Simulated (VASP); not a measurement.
A run of VASP 6.6.1 is set up as follows.

The input INCAR:

```
PREC = Accurate
ENCUT = 520
EDIFF = 1E-7
ISMEAR = 0
SIGMA = 0.05
LREAL = F
LASPH = T
NELM = 80
ALGO = Fast
ISIF = 2
LWAVE = F
LCHARG = T
GGA = PS
LELF = T
LVHAR = T
NBANDS = 16
```

Contents of KPOINTS:

```
Automatic mesh
0
Gamma
  10 10 10
```

POSCAR

```
GaN
1.0
    0.0000000000      2.4337806561      2.0732205589
    2.4337806561      0.0000000000      2.0732205589
    2.4337806561      2.4337806561      0.0000000000
Ga N
1 1
Direct
    0.0000000000      0.0000000000      0.0000000000
    0.7500000000      0.7500000000      0.7500000000
```

Potentials or basis: VASP PAW PBE potentials, release 64 (Ga_d, N).

Launch:

```sh
$ cat potpaw_PBE.64/Ga_d/POTCAR potpaw_PBE.64/N/POTCAR > POTCAR
$ mpirun -np 1 vasp_std > vasp.out
```

(1) Predict the band gap on the k mesh.

(2) Predict the pressure.

Answers

(1) 0.79 eV, direct.

(2) -13.6 GPa.

Caveat: the PAW data sets were made with another functional, which shifts forces and pressure a little.
